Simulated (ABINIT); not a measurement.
# AlPt (Pm-3m) in ABINIT: further runs

One crystal, AlPt, is run at these levels: LDA; tasks: single point, relaxation of cell and atoms.

Program: ABINIT 10.8.3 (patched build). These are calculated values, not measurements. Logs are shortened: lines on timing, memory, paths and dates and some standing lists are left out, and cuts for length are marked. The log counts tension as positive stress, the text compression.

## 1. Starting point

Symmetry: Pm-3m, No. 221, cubic system. Conventional cell: a = 3.092 Å, b = 3.092 Å, c = 3.092 Å, α = 90.00°, β = 90.00°, γ = 90.00°. Pt (site symmetry m-3m) is surrounded by 8 Al at 2.68 Å. Al (site symmetry m-3m) has 8 Pt at 2.68 Å as nearest neighbours.

Measurements of this composition are mostly on another form, of space group No. 198.

## 2. Single point, LDA

Contents of run.abi:

```
pp_dirpath "./"
pseudos "Pt.upf, Al.upf"

acell 5.8421752417 5.8421752417 5.8421752417
rprim
     1.0000000000     0.0000000000     0.0000000000
     0.0000000000     1.0000000000     0.0000000000
     0.0000000000     0.0000000000     1.0000000000
ntypat 2
znucl 78 13
natom 2
typat 1 2
xred
     0.5000000000     0.5000000000     0.5000000000
     0.0000000000     0.0000000000     0.0000000000

ecut 35.0

kptopt 1
ngkpt 7 7 7
nshiftk 1
shiftk 0.0 0.0 0.0

ixc 7

nband 15
occopt 3
tsmear 0.05 eV

nstep 100
tolvrs 1.0e-10

iomode 3
prtwf 0
prtden 0
prteig 0
prtebands 0
enunit 2
```

Potentials or basis: PseudoDojo NC SR LDA v0.4.1 standard.

The run is started by

```console
> abinit run.abi > log 2>&1
```

run.abo:

```text
.Version 10.8.3 of ABINIT
 Symmetries : space group Pm -3 m (#221); Bravais cP (primitive cubic)
================================================================================
 Values of the parameters that define the memory need of the present run
     intxc =       0    ionmov =       0      iscf =       7    lmnmax =       8
     lnmax =       8     mgfft =      32  mpssoang =       4    mqgrid =    3001
     natom =       2  nloc_mem =       1    nspden =       1   nspinor =       1
    nsppol =       1      nsym =      48    n1xccc =    2501    ntypat =       2
    occopt =       3   xclevel =       1
       mpw =        1987          nfft =       32768          nkpt =          20
================================================================================
================================================================================

--------------------------------------------------------------------------------
------------- Echo of variables that govern the present computation ------------
--------------------------------------------------------------------------------
 -outvars: echo values of preprocessed input variables --------
            acell      5.8421752417E+00  5.8421752417E+00  5.8421752417E+00 Bohr
              amu      1.95080000E+02  2.69815390E+01
             ecut      3.50000000E+01 Hartree
           enunit           2
              ixc           7
         kptrlatt        7    0    0      0    7    0      0    0    7
          kptrlen      4.08952267E+01
            natom           2
            nband          15
            ngfft          32      32      32
             nkpt          20
            nstep         100
             nsym          48
           ntypat           2
           occopt           3
           prtden           0
        prtebands           0
           prteig           0
            prtwf           0
          spgroup         221
           tolvrs      1.00000000E-10
           tsmear      1.83746611E-03 Hartree
            typat      1  2
           xangst      1.5457729990E+00  1.5457729990E+00  1.5457729990E+00
                       0.0000000000E+00  0.0000000000E+00  0.0000000000E+00
            xcart      2.9210876208E+00  2.9210876208E+00  2.9210876208E+00
                       0.0000000000E+00  0.0000000000E+00  0.0000000000E+00
             xred      5.0000000000E-01  5.0000000000E-01  5.0000000000E-01
                       0.0000000000E+00  0.0000000000E+00  0.0000000000E+00
            znucl       78.00000   13.00000

================================================================================

 chkinp: Checking input parameters for consistency.

================================================================================
== DATASET  1 ==================================================================

--- !DatasetInfo
iteration_state: {dtset: 1, }
dimensions: {natom: 2, nkpt: 20, mband: 15, nsppol: 1, nspinor: 1, nspden: 1, mpw: 1987, }
cutoff_energies: {ecut:  35.0, pawecutdg:  -1.0, }
electrons: {nelect:   2.10000000E+01, charge:   0.00000000E+00, occopt:   3.00000000E+00, tsmear:   1.83746611E-03, }
meta: {optdriver: 0, ionmov: 0, optcell: 0, iscf: 7, paral_kgb: 0, }
...

 Exchange-correlation functional for the present dataset will be:
  LDA: Perdew-Wang 92 LSD fit to Ceperley-Alder data - ixc=7
  J.P.Perdew and Y.Wang, PRB 45, 13244 (1992)

 Real(R)+Recip(G) space primitive vectors, cartesian coordinates (Bohr,Bohr^-1):
 R(1)=  5.8421752  0.0000000  0.0000000  G(1)=  0.1711691  0.0000000  0.0000000
 R(2)=  0.0000000  5.8421752  0.0000000  G(2)=  0.0000000  0.1711691  0.0000000
 R(3)=  0.0000000  0.0000000  5.8421752  G(3)=  0.0000000  0.0000000  0.1711691
 Unit cell volume ucvol=  1.9939935E+02 bohr^3
 Angles (23,13,12)=  9.00000000E+01  9.00000000E+01  9.00000000E+01 degrees

 getcut: wavevector=  0.0000  0.0000  0.0000  ngfft=  32  32  32
         ecut(hartree)=     35.000   => boxcut(ratio)=   2.05673

--- Pseudopotential description ------------------------------------------------
- pspini: atom type   1  psp file is ./Pt.upf
12 -1012 3 -1 1340                            pspcod,pspxc,lmax,lloc,mmax
     nproj     2     2     2     2

- pspini: atom type   2  psp file is ./Al.upf
12 -1012 2 -1 1854                            pspcod,pspxc,lmax,lloc,mmax
     nproj     2     2     2     0

   5.69248616E+02                                ecore*ucvol(ha*bohr**3)
--------------------------------------------------------------------------------

================================================================================

--- !BeginCycle
iteration_state: {dtset: 1, }
solver: {iscf: 7, nstep: 100, nline: 4, wfoptalg: 0, }
tolerances: {tolvrs: 1.00E-10, }
...

     iter   Etot(hartree)      deltaE(h)  residm     vres2
 ETOT  1  -132.97209987064    -1.330E+02 1.887E-01 1.338E+02
 ETOT  2  -133.04101254306    -6.891E-02 1.229E-02 2.725E+02
 ETOT  3  -133.11819457950    -7.718E-02 3.480E-03 1.904E+00
 ETOT  4  -133.11863986678    -4.453E-04 2.675E-03 4.802E-02
 ETOT  5  -133.11865128600    -1.142E-05 9.189E-04 2.596E-03
 ETOT  6  -133.11865198571    -6.997E-07 2.744E-03 5.377E-06
 ETOT  7  -133.11865198708    -1.367E-09 1.165E-03 6.438E-08
 ETOT  8  -133.11865198710    -1.859E-11 3.107E-03 9.185E-12

 At SCF step    8       vres2   =  9.19E-12 < tolvrs=  1.00E-10 =>converged.

 Cartesian components of stress tensor (hartree/bohr^3)
  sigma(1 1)=  4.06592889E-04  sigma(3 2)=  0.00000000E+00
  sigma(2 2)=  4.06592889E-04  sigma(3 1)=  0.00000000E+00
  sigma(3 3)=  4.06592889E-04  sigma(2 1)=  0.00000000E+00

--- !ResultsGS
iteration_state: {dtset: 1, }
comment   : Summary of ground state results
lattice_vectors:
- [  5.8421752,   0.0000000,   0.0000000, ]
- [  0.0000000,   5.8421752,   0.0000000, ]
- [  0.0000000,   0.0000000,   5.8421752, ]
lattice_lengths: [   5.84218,    5.84218,    5.84218, ]
lattice_angles: [ 90.000,  90.000,  90.000, ] # degrees, (23, 13, 12)
lattice_volume:   1.9939935E+02
convergence: {deltae: -1.859E-11, res2:  9.185E-12, residm:  3.107E-03, diffor: null, }
etotal    :  -1.33118652E+02
entropy   :   0.00000000E+00
fermie    :   4.83727694E-01
cartesian_stress_tensor: # hartree/bohr^3
- [  4.06592889E-04,   0.00000000E+00,   0.00000000E+00, ]
- [  0.00000000E+00,   4.06592889E-04,   0.00000000E+00, ]
- [  0.00000000E+00,   0.00000000E+00,   4.06592889E-04, ]
pressure_GPa:  -1.1962E+01
xred      :
- [  5.0000E-01,   5.0000E-01,   5.0000E-01, Pt]
- [  0.0000E+00,   0.0000E+00,   0.0000E+00, Al]
cartesian_forces: # hartree/bohr
- [ -0.00000000E+00,  -0.00000000E+00,  -0.00000000E+00, ]
- [ -0.00000000E+00,  -0.00000000E+00,  -0.00000000E+00, ]
force_length_stats: {min:   0.00000000E+00, max:   0.00000000E+00, mean:   0.00000000E+00, }
...

 Integrated electronic density in atomic spheres:
 ------------------------------------------------
 Atom  Sphere_radius  Integrated_density
    1        2.00000         14.54887714
    2        2.00000          0.87746660
================================================================================

 ----iterations are completed or convergence reached----

 Mean square residual over all n,k,spin=   11.436E-06; max=  31.071E-04
 reduced coordinates (array xred) for    2 atoms
       0.500000000000      0.500000000000      0.500000000000
       0.000000000000      0.000000000000      0.000000000000
 rms dE/dt=  0.0000E+00; max dE/dt=  0.0000E+00; dE/dt below (all hartree)
    1       0.000000000000      0.000000000000      0.000000000000
    2       0.000000000000      0.000000000000      0.000000000000

 cartesian coordinates (angstrom) at end:
    1      1.54577299895601     1.54577299895601     1.54577299895601
    2      0.00000000000000     0.00000000000000     0.00000000000000

 cartesian forces (hartree/bohr) at end:
    1     -0.00000000000000    -0.00000000000000    -0.00000000000000
    2     -0.00000000000000    -0.00000000000000    -0.00000000000000
 frms,max,avg= 0.0000000E+00 0.0000000E+00   0.000E+00  0.000E+00  0.000E+00 h/b

 cartesian forces (eV/Angstrom) at end:
    1     -0.00000000000000    -0.00000000000000    -0.00000000000000
    2     -0.00000000000000    -0.00000000000000    -0.00000000000000
 frms,max,avg= 0.0000000E+00 0.0000000E+00   0.000E+00  0.000E+00  0.000E+00 e/A
 length scales=  5.842175241700  5.842175241700  5.842175241700 bohr
              =  3.091545997912  3.091545997912  3.091545997912 angstroms
 Fermi (or HOMO) energy (hartree) =   0.48373   Average Vxc (hartree)=  -0.46576
 Eigenvalues (hartree) for nkpt=  20  k points:
 kpt#   1, nband= 15, wtk=  0.00292, kpt=  0.0000  0.0000  0.0000 (reduced coord)
  -3.16434   -1.47526   -1.47526   -1.47526    0.05308    0.27275    0.27275    0.38088
   0.38088    0.38088    0.61771    0.61771    0.61771    0.81204    0.81205
      occupation numbers for kpt#   1
   2.00000    2.00000    2.00000    2.00000    2.00000    2.00000    2.00000    2.00000
   2.00000    2.00000    0.00000    0.00000    0.00000    0.00000    0.00000
 prteigrs : prtvol=0 or 1, do not print more k-points.

 Fermi (or HOMO) energy (eV) =  13.16290   Average Vxc (eV)= -12.67394
 Eigenvalues (   eV  ) for nkpt=  20  k points:
 kpt#   1, nband= 15, wtk=  0.00292, kpt=  0.0000  0.0000  0.0000 (reduced coord)
 -86.10609  -40.14396  -40.14396  -40.14396    1.44428    7.42183    7.42183   10.36423
  10.36423   10.36423   16.80871   16.80871   16.80871   22.09665   22.09707
 prteigrs : prtvol=0 or 1, do not print more k-points.

--- !EnergyTerms
iteration_state     : {dtset: 1, }
comment             : Components of total free energy in Hartree
kinetic             :  3.82337127324202E+01
hartree             :  2.99838032050978E+01
xc                  : -2.48309047195758E+01
Ewald energy        : -8.82744100235137E+01
psp_core            :  2.85481679647548E+00
local_psp           : -9.93174589459743E+01
non_local_psp       :  8.23192546412712E+00
internal            : -1.33118515490943E+02
'-kT*entropy'       : -1.36496153670162E-04
total_energy        : -1.33118651987097E+02
total_energy_eV     : -3.62234305576522E+03
band_energy         : -1.11277343808233E+01
...

 Cartesian components of stress tensor (hartree/bohr^3)
  sigma(1 1)=  4.06592889E-04  sigma(3 2)=  0.00000000E+00
  sigma(2 2)=  4.06592889E-04  sigma(3 1)=  0.00000000E+00
  sigma(3 3)=  4.06592889E-04  sigma(2 1)=  0.00000000E+00

-Cartesian components of stress tensor (GPa)         [Pressure= -1.1962E+01 GPa]
- sigma(1 1)=  1.19623758E+01  sigma(3 2)=  0.00000000E+00
- sigma(2 2)=  1.19623758E+01  sigma(3 1)=  0.00000000E+00
- sigma(3 3)=  1.19623758E+01  sigma(2 1)=  0.00000000E+00

== END DATASET(S) ==============================================================
================================================================================

 -outvars: echo values of variables after computation  --------
            acell      5.8421752417E+00  5.8421752417E+00  5.8421752417E+00 Bohr
           etotal     -1.3311865199E+02
            fcart     -0.0000000000E+00 -0.0000000000E+00 -0.0000000000E+00
                      -0.0000000000E+00 -0.0000000000E+00 -0.0000000000E+00
           strten      4.0659288907E-04  4.0659288907E-04  4.0659288907E-04
                       0.0000000000E+00  0.0000000000E+00  0.0000000000E+00
           xangst      1.5457729990E+00  1.5457729990E+00  1.5457729990E+00
                       0.0000000000E+00  0.0000000000E+00  0.0000000000E+00
             xred      5.0000000000E-01  5.0000000000E-01  5.0000000000E-01
                       0.0000000000E+00  0.0000000000E+00  0.0000000000E+00
 Calculation completed.
```

Wall time 13 s (1 thread of Arm Neoverse V2, shared host); peak memory 0.07 GiB.

What came out:

```yaml
Free_energy: -3622.3431 eV
Band_gap_on_the_k_mesh: none (metal or under the smearing width)
Valence_electrons_inside_the_program's_atomic_spheres: Pt 14.55; Al 0.88
```

Caveat: the cutoff is too short for stress, so the log's stress isn't used. Spin-orbit coupling is left out, which matters for the levels of Pt.

## 3. Relaxation of cell and atoms, LDA

Contents of run.abi:

```
pp_dirpath "./"
pseudos "Pt.upf, Al.upf"

acell 5.8421752417 5.8421752417 5.8421752417
rprim
     1.0000000000     0.0000000000     0.0000000000
     0.0000000000     1.0000000000     0.0000000000
     0.0000000000     0.0000000000     1.0000000000
ntypat 2
znucl 78 13
natom 2
typat 1 2
chkprim 0
chksymtnons 0
tolsym 1.0e-6
xred
            1/2            1/2            1/2
            0.0            0.0            0.0

ecut 40.0
ecutsm 0.5

kptopt 1
ngkpt 7 7 7
nshiftk 1
shiftk 0.0 0.0 0.0

ixc 7

nband 15
occopt 3
tsmear 0.00183747

nstep 80
tolvrs 1.0e-12

iomode 3
prteig 0
prtebands 0
prtwf 0
prtden 0

ionmov 2
optcell 2
ntime 50
tolmxf 2.0e-5
dilatmx 1.08
```

Potentials or basis: PseudoDojo NC SR LDA v0.4.1 standard.

The run is started by

```console
> abinit run.abi > log 2>&1
```

Run time: 2.3 min. Hardware: 1 thread of Intel Xeon Platinum 8375C at 2.90GHz (Ice Lake), shared host; peak memory 0.08 GiB.

It converged, with:

| Item | Value |
| --- | --- |
| Free energy | -3622.4212 eV |
| Relaxed volume | 13.98 Å³/atom |
| Relaxed cell | a = 3.035 Å, b = 3.035 Å, c = 3.035 Å, α = 90.00°, β = 90.00°, γ = 90.00° |
| Space group after relaxing (to 0.05 Å) | Pm-3m (No. 221) |
| Energy gained by relaxing | 27.0 meV/atom |
| Ionic steps | 5 |
| Pressure after relaxing | 0.0 GPa |
| Band gap on the k mesh | none (metal or under the smearing width) |

Step by step:
```csv
step,energy change (eV),largest force (eV/Å),pressure (GPa),volume (Å³)
1,0.0000,0.0000,-10.36,29.55
2,-0.0441,0.0000,-4.72,28.62
3,-0.0540,0.0000,0.44,27.90
4,-0.0541,0.0000,-0.02,27.96
5,-0.0541,0.0000,0.00,27.96
```

Final structure:
```
CELL_PARAMETERS angstrom
3.03520 0.00000 0.00000
0.00000 3.03520 0.00000
0.00000 0.00000 3.03520
ATOMIC_POSITIONS crystal
Pt 0.50000 0.50000 0.50000
Al 0.00000 0.00000 0.00000
```
